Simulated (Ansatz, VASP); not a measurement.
## GaAs (GaAs(110)) in two plane-wave programs

Wanted: the spread between two codes on one cell, functional and k mesh. The structure shown is the end of the VASP relaxation below.

Program: Ansatz 0.2.0. Level of theory: plane waves, with VASP 6.6.1 beside it; single point at PBE and band structure at PBE. Results are calculated unless marked as measured.

## 1. Set-up

The cell holds 18 atoms: 9 Ga and 9 As. Its edges and angles: a = 4.236 Å, b = 5.991 Å, c = 32.022 Å, α = 90.0°, β = 90.0°, γ = 90.0°. It derives from GaAs. As first built, before any earlier steps moved the atoms: 9 layers, strained by +4 % in the plane. Vacuum lies along c.

## 2. VASP: relaxation, PBE

This run makes the geometry at which the two programs are then compared.

Lines of VASP's logs that name or quote its potential files are left out, and so is its time.

Contents of INCAR:

```
SYSTEM = GaAs
PREC = Normal
ENCUT = 320
EDIFF = 1E-05
NELM = 120
ISMEAR = 0
SIGMA = 0.03
LREAL = Auto
ALGO = Fast
GGA = PE
NBANDS = 54
LORBIT = 11
LWAVE = .FALSE.
LCHARG = .FALSE.
KPAR = 2
NCORE = 2
IBRION = 2
NSW = 60
ISIF = 2
EDIFFG = -0.03
POTIM = 0.4
MAXMIX = 40
IDIPOL = 3
LDIPOL = .TRUE.
DIPOL = 0.5 0.5 0.5
```

Contents of POSCAR:

```
GaAs
1.0
    4.2363913083      0.0000000000      0.0000000000
    0.0000000000      5.9911620438      0.0000000000
    0.0000000000      0.0000000000     32.0223355348
Ga As
9 9
Direct
    0.0000000000      0.0000000000      0.2498256300
    0.5000000000      0.5000000000      0.3123692200
    0.0000000000      0.0000000000      0.3749128100
    0.5000000000      0.5000000000      0.4374564100
    0.0000000000      0.0000000000      0.5000000000
    0.5000000000      0.5000000000      0.5625435900
    0.0000000000      0.0000000000      0.6250871900
    0.5000000000      0.5000000000      0.6876307800
    0.0000000000      0.0000000000      0.7501743700
    0.0000000000      0.7500000000      0.3123692200
    0.5000000000      0.2500000000      0.2498256300
    0.0000000000      0.7500000000      0.4374564100
    0.5000000000      0.2500000000      0.3749128100
    0.0000000000      0.7500000000      0.5625435900
    0.5000000000      0.2500000000      0.5000000000
    0.0000000000      0.7500000000      0.6876307800
    0.5000000000      0.2500000000      0.6250871900
    0.5000000000      0.2500000000      0.7501743700
```

Contents of KPOINTS:

```
Automatic mesh
0
Gamma
6 4 1
0 0 0
```

Potentials, in the order of the species: Ga and As (PBE family, release 64).

Command:

```console
$ mpirun -np 4 vasp_std
```

Numbers of over 12 decimals in the logs are rounded to 6 here.

The log of the run:

```text
[banner, memory and clock lines left out]
running    4 mpi-ranks, on    1 nodes
 distrk:  each k-point on    2 cores,    2 groups
 distr:  one band on    2 cores,    1 groups

 POSCAR found type information on POSCAR GaAs
 POSCAR found :  2 types and      18 ions
 LDA part: xc-table for (Slater+PW92), standard interpolation
 POSCAR, INCAR and KPOINTS ok, starting setup
 FFT: planning ... GRIDC
 FFT: planning ... GRID_SOFT
 FFT: planning ... GRID
 WAVECAR not read
 entering main loop
       N       E                     dE             d eps       ncg     rms          rms(c)
DAV:   1     0.296795715775E+03    0.29680E+03   -0.18137E+04  1304   0.679E+02
DAV:   2    -0.353824497614E+02   -0.33218E+03   -0.32080E+03  1744   0.144E+02
DAV:   3    -0.713413265527E+02   -0.35959E+02   -0.35460E+02  1584   0.495E+01
DAV:   4    -0.727263024882E+02   -0.13850E+01   -0.13806E+01  1696   0.110E+01
DAV:   5    -0.727703028555E+02   -0.44000E-01   -0.43979E-01  1658   0.188E+00    0.992E+00
RMM:   6    -0.710204725459E+02    0.17498E+01   -0.21536E+00  1296   0.307E+00    0.563E+00
RMM:   7    -0.708262243163E+02    0.19425E+00   -0.24895E+00  1297   0.325E+00    0.156E+00
RMM:   8    -0.707925982041E+02    0.33626E-01   -0.43338E-01  1296   0.168E+00    0.587E-01
RMM:   9    -0.707661813731E+02    0.26417E-01   -0.30847E-02  1310   0.555E-01    0.234E-01
RMM:  10    -0.707665263876E+02   -0.34501E-03   -0.21793E-02  1326   0.325E-01    0.129E-01
RMM:  11    -0.707677609788E+02   -0.12346E-02   -0.47620E-03  1299   0.189E-01    0.889E-02
RMM:  12    -0.707677949319E+02   -0.33953E-04   -0.12472E-03  1362   0.879E-02    0.520E-02
RMM:  13    -0.707679971281E+02   -0.20220E-03   -0.11313E-03  1297   0.712E-02    0.229E-02
RMM:  14    -0.707681697129E+02   -0.17258E-03   -0.14818E-04  1263   0.337E-02    0.975E-03
RMM:  15    -0.707683134036E+02   -0.14369E-03   -0.56215E-05  1078   0.191E-02    0.686E-03
RMM:  16    -0.707683681422E+02   -0.54739E-04   -0.29189E-05   933   0.114E-02    0.234E-03
RMM:  17    -0.707683938209E+02   -0.25679E-04   -0.17076E-05   903   0.771E-03    0.272E-03
RMM:  18    -0.707684085430E+02   -0.14722E-04   -0.30933E-06   719   0.375E-03    0.150E-03
RMM:  19    -0.707684395288E+02   -0.30986E-04   -0.39609E-06   785   0.386E-03    0.151E-03
RMM:  20    -0.707684475301E+02   -0.80013E-05   -0.38384E-07   469   0.208E-03
   1 F= -.70768448E+02 E0= -.70767966E+02  d E =-.707684E+02
[... from here on, the cycles between the ionic steps are left out ...]
   2 F= -.71236021E+02 E0= -.71235992E+02  d E =-.467574E+00
   3 F= -.71667048E+02 E0= -.71667048E+02  d E =-.898600E+00
  10 F= -.72276525E+02 E0= -.72276525E+02  d E =-.989320E-02
  11 F= -.72278074E+02 E0= -.72278074E+02  d E =-.114429E-01
  12 F= -.72282477E+02 E0= -.72282477E+02  d E =-.440250E-02
  13 F= -.72282870E+02 E0= -.72282870E+02  d E =-.479571E-02
  14 F= -.72282413E+02 E0= -.72282413E+02  d E =-.433907E-02
  15 F= -.72282938E+02 E0= -.72282938E+02  d E =-.486365E-02
  16 F= -.72285061E+02 E0= -.72285061E+02  d E =-.212324E-02
  17 F= -.72285573E+02 E0= -.72285573E+02  d E =-.263532E-02
  18 F= -.72286627E+02 E0= -.72286627E+02  d E =-.105335E-02
  19 F= -.72287267E+02 E0= -.72287267E+02  d E =-.169358E-02
  20 F= -.72287929E+02 E0= -.72287929E+02  d E =-.235608E-02
 curvature:  -9.10 expect dE=-0.590E-02 dE for cont linesearch -0.398E-04
 trial: gam= 0.11552 g(F)=  0.649E-03 g(S)=  0.000E+00 ort = 0.128E-03 (trialstep = 0.177E+01)
 search vector abs. value=  0.729E-03
 bond charge predicted
       N       E                     dE             d eps       ncg     rms          rms(c)
DAV:   1    -0.722886246021E+02   -0.69947E-03   -0.24815E-02  1436   0.471E-01    0.527E-02
RMM:   2    -0.722887318364E+02   -0.10723E-03   -0.16912E-03  1296   0.118E-01    0.159E-02
RMM:   3    -0.722887064213E+02    0.25415E-04   -0.20491E-04  1295   0.456E-02    0.117E-02
RMM:   4    -0.722887347445E+02   -0.28323E-04   -0.41884E-05  1040   0.199E-02    0.897E-03
RMM:   5    -0.722887504633E+02   -0.15719E-04   -0.97694E-06   868   0.924E-03    0.703E-03
RMM:   6    -0.722887643822E+02   -0.13919E-04   -0.24030E-06   749   0.466E-03    0.637E-03
RMM:   7    -0.722887769194E+02   -0.12537E-04   -0.12698E-06   639   0.343E-03    0.498E-03
RMM:   8    -0.722887827428E+02   -0.58234E-05   -0.10004E-06   628   0.298E-03
  21 F= -.72288783E+02 E0= -.72288783E+02  d E =-.853407E-03
 trial-energy change:   -0.000853  1 .order   -0.000840   -0.001175   -0.000505
 step:   3.1036(harm=  3.1036)  dis= 0.00668  next Energy=   -72.288959 (dE=-0.103E-02)
 reached required accuracy - stopping structural energy minimisation
```

Parts of OUTCAR (step 2):

```text
ion  position               nearest neighbor table
   1  0.000  0.000  0.250-  10 2.50  11 2.59  11 2.59
   2  0.500  0.500  0.312-  13 2.50  11 2.50  10 2.59  10 2.59
   3  0.000  0.000  0.375-  10 2.50  12 2.50  13 2.59  13 2.59
   4  0.500  0.500  0.437-  15 2.50  13 2.50  12 2.59  12 2.59
   5  0.000  0.000  0.500-  12 2.50  14 2.50  15 2.59  15 2.59
   6  0.500  0.500  0.563-  15 2.50  17 2.50  14 2.59  14 2.59
   7  0.000  0.000  0.625-  16 2.50  14 2.50  17 2.59  17 2.59
   8  0.500  0.500  0.688-  17 2.50  18 2.50  16 2.59  16 2.59
   9  0.000  0.000  0.750-  16 2.50  18 2.59  18 2.59
  10  0.000  0.750  0.312-   3 2.50   1 2.50   2 2.59   2 2.59
  11  0.500  0.250  0.250-   2 2.50   1 2.59   1 2.59
  12  0.000  0.750  0.437-   5 2.50   3 2.50   4 2.59   4 2.59
  13  0.500  0.250  0.375-   2 2.50   4 2.50   3 2.59   3 2.59
  14  0.000  0.750  0.563-   5 2.50   7 2.50   6 2.59   6 2.59
  15  0.500  0.250  0.500-   4 2.50   6 2.50   5 2.59   5 2.59
  16  0.000  0.750  0.688-   7 2.50   9 2.50   8 2.59   8 2.59
  17  0.500  0.250  0.625-   8 2.50   6 2.50   7 2.59   7 2.59
  18  0.500  0.250  0.750-   8 2.50   9 2.59   9 2.59

  LATTYP: Found a simple orthorhombic cell.
 ALAT       =     4.2363913083
 B/A-ratio  =     1.4142135624
 C/A-ratio  =     7.5588710306

 Subroutine GETGRP returns: Found  4 space group operations
 (whereof  4 operations were pure point group operations)

The static configuration has the point symmetry C_2v.

 Found     12 irreducible k-points:

   k-points           NKPTS =     12   k-points in BZ     NKDIM =     12   number of bands    NBANDS=     54

   dimension x,y,z NGX =    20 NGY =   28 NGZ =  140
   dimension x,y,z NGXF=    40 NGYF=   56 NGZF=  280

   ENCUT  =  320.0 eV  23.52 Ry    4.85 a.u.   6.18  8.74 46.71*2*pi/ulx,y,z

   NELECT =      72.0000    total number of electrons

 k-points in reciprocal lattice and weights: Automatic mesh
   0.00000000  0.00000000  0.00000000       0.042
   0.16666667  0.00000000  0.00000000       0.083
   0.33333333  0.00000000  0.00000000       0.083
   0.50000000  0.00000000  0.00000000       0.042
   0.00000000  0.25000000  0.00000000       0.083
   0.16666667  0.25000000  0.00000000       0.167
   0.33333333  0.25000000  0.00000000       0.167
   0.50000000  0.25000000  0.00000000       0.083
   0.00000000  0.50000000  0.00000000       0.042
   0.16666667  0.50000000  0.00000000       0.083
   0.33333333  0.50000000  0.00000000       0.083
   0.50000000  0.50000000  0.00000000       0.042

 dipolmoment           0.000000      0.000000      0.000000 electrons x Angstroem

 average (electrostatic) potential at core
       1 -18.6790       2 -18.4464       3 -18.5189       4 -18.4965       5 -18.5161
       6 -18.4965       7 -18.5189       8 -18.4464       9 -18.6790      10 -55.3133
      11 -54.9934      12 -55.3244      13 -55.2737      14 -55.3244      15 -55.2924
      16 -55.3133      17 -55.2737      18 -54.9934

 E-fermi :  -1.1212

 k-point     1 :       0.0000    0.0000    0.0000
  band No.  band energies     occupation
    ...
     32      -1.5419      2.00000
     33      -1.4096      2.00000
     34      -1.3577      2.00000
     35      -1.3056      2.00000
     36      -1.2748      2.00000
     37      -0.8280      0.00000
     38      -0.0823      0.00000
     39       0.1655      0.00000
     40       0.2580      0.00000
     41       0.4103      0.00000
    ...

 k-point     2 :       0.1667    0.0000    0.0000
  band No.  band energies     occupation
    ...
     32      -2.2385      2.00000
     33      -2.0120      2.00000
     34      -1.9225      2.00000
     35      -1.6990      2.00000
     36      -1.3400      2.00000
     37       0.4430      0.00000
     38       0.8133      0.00000
     39       0.9695      0.00000
     40       1.1714      0.00000
     41       1.1995      0.00000
    ...

 k-point     3 :       0.3333    0.0000    0.0000
  band No.  band energies     occupation
    ...
     32      -2.6520      2.00000
     33      -2.5764      2.00000
     34      -2.2269      2.00000
     35      -1.9418      2.00000
     36      -1.5614      2.00000
     37       0.2407      0.00000
     38       0.3953      0.00000
     39       0.6316      0.00000
     40       0.9645      0.00000
     41       1.0523      0.00000
    ...

  Total      -16.0936911    -10.8323721     -0.9063974      0.0000000      0.0000000      0.0000000
  in kB      -31.7253270    -21.3537430     -1.7867719      0.0000000      0.0000000      0.0000000
  external PRESSURE =     -18.2886140 kB  Pullay stress =       0.0000000 kB

  energy-cutoff  :      320.00
  volume of cell :      812.76
      direct lattice vectors                 reciprocal lattice vectors
     4.236391308  0.000000000  0.000000000     0.236049960  0.000000000  0.000000000
     0.000000000  5.991162044  0.000000000     0.000000000  0.166912528  0.000000000
     0.000000000  0.000000000 32.022335535     0.000000000  0.000000000  0.031228203

 POSITION                                       TOTAL-FORCE (eV/Angst)
 -----------------------------------------------------------------------------------
      0.00000      0.36853      8.49322         0.000000     -0.006843     -0.008530
      2.11820      2.92190      9.91408         0.000000      0.014724      0.023294
      0.00000      5.95269     12.00364         0.000000      0.000007      0.000418
      2.11820      2.96372     13.98825         0.000000     -0.011204      0.008959
      0.00000      5.97350     16.01117         0.000000      0.010504      0.000000
      2.11820      2.96372     18.03408         0.000000     -0.011204     -0.008959
      4.23639      5.95269     20.01870         0.000000      0.000007     -0.000418
      2.11820      2.92190     22.10825         0.000000      0.014724     -0.023294
      0.00000      0.36853     23.52912         0.000000     -0.006843      0.008530
      0.00000      4.37941      9.98912         0.000000      0.007257      0.001793
      2.11820      1.54598      7.80582        -0.000000     -0.002608      0.025288
      0.00000      4.42897     14.00676         0.000000     -0.003832      0.015266
      2.11820      1.43699     11.97695         0.000000      0.005682      0.005754
      0.00000      4.42897     18.01558         0.000000     -0.003832     -0.015266
      2.11820      1.44833     16.01117         0.000000     -0.016868      0.000000
      0.00000      4.37941     22.03321         0.000000      0.007257     -0.001793
      2.11820      1.43699     20.04539         0.000000      0.005682     -0.005754
      2.11820      1.54598     24.21651         0.000000     -0.002608     -0.025288
 -----------------------------------------------------------------------------------
    total drift:                                0.000000     -0.008830      0.000001

  FREE ENERGIE OF THE ION-ELECTRON SYSTEM (eV)
  ---------------------------------------------------
  free  energy   TOTEN  =       -72.2887827428 eV

  energy  without entropy=      -72.2887827428  energy(sigma->0) =      -72.28878274

 reached required accuracy - stopping structural energy minimisation

 vacuum level on the upper side and lower side of the slab         3.615         3.615

 total charge
# of ion       s       p       d       tot
------------------------------------------
    1        1.155   0.908   0.084   2.147
    2        1.084   1.028   0.108   2.221
    3        1.085   1.024   0.103   2.211
    4        1.086   1.027   0.105   2.219
    5        1.085   1.024   0.105   2.214
    6        1.086   1.027   0.105   2.219
    7        1.085   1.024   0.103   2.211
    8        1.084   1.028   0.108   2.221
    9        1.155   0.908   0.084   2.147
   10        1.226   1.514   0.023   2.763
   11        1.265   1.441   0.020   2.726
   12        1.224   1.513   0.022   2.760
   13        1.226   1.510   0.022   2.757
   14        1.224   1.513   0.022   2.760
   15        1.224   1.514   0.022   2.760
   16        1.226   1.514   0.023   2.763
   17        1.226   1.510   0.022   2.757
   18        1.265   1.441   0.020   2.726
--------------------------------------------------
tot         21.012  22.469   1.101  44.582

[... 3 further parts left out ...]
```

CONTCAR:

```
GaAs
   1.00000000000000
     4.2363913083000000    0.0000000000000000    0.0000000000000000
     0.0000000000000000    5.9911620438000002    0.0000000000000000
     0.0000000000000000    0.0000000000000000   32.0223355347999998
  Ga              As
     9     9
Direct
     0.0000000000000000    0.0615115038249699    0.2652279974231661
     0.5000000000000000    0.4877024338415307    0.3095989530876938
     0.0000000000000000    0.9935789365574614    0.3748520798311352
     0.5000000000000000    0.4946822275903014    0.4368280682297143
     0.0000000000000000    0.9970524904764755    0.5000000000000000
     0.5000000000000000    0.4946822275903014    0.5631719317702856
     1.0000000000000000    0.9935789365574614    0.6251479201688647
     0.5000000000000000    0.4877024338415307    0.6904010469123062
     0.0000000000000000    0.0615115038249699    0.7347720025768342
     0.0000000000000000    0.7309788650599434    0.3119423051475531
     0.5000000000000000    0.2580441945017291    0.2437618573530827
     0.0000000000000000    0.7392506925703700    0.4374059474886976
     0.5000000000000000    0.2398523109948576    0.3740185905022889
     0.0000000000000000    0.7392506925703700    0.5625940525113025
     0.5000000000000000    0.2417451796411966    0.5000000000000000
     0.0000000000000000    0.7309788650599434    0.6880576948524471
     0.5000000000000000    0.2398523109948576    0.6259814094977113
     0.5000000000000000    0.2580441945017291    0.7562381426469170
```

The data set Ga keeps the semicore shell frozen, which is cheaper and a little less accurate. The run keeps the 4 symmetry operations of its start, so it cannot find a distortion of lower symmetry.

(Continued in part 2 of 3.)

[Lines on the potential files, build, host, timing and source positions are cut from VASP's logs without a mark.]

[Logs are printed without paths, hosts, clocks, repeated set-up lines and the standing remarks that a program may print on its own settings, such as how far it seeks lower states.]

[Hosts, paths, dates, database ids (printed as entryN), source tags and the programs' standing remarks are cut or masked in the printed files.]
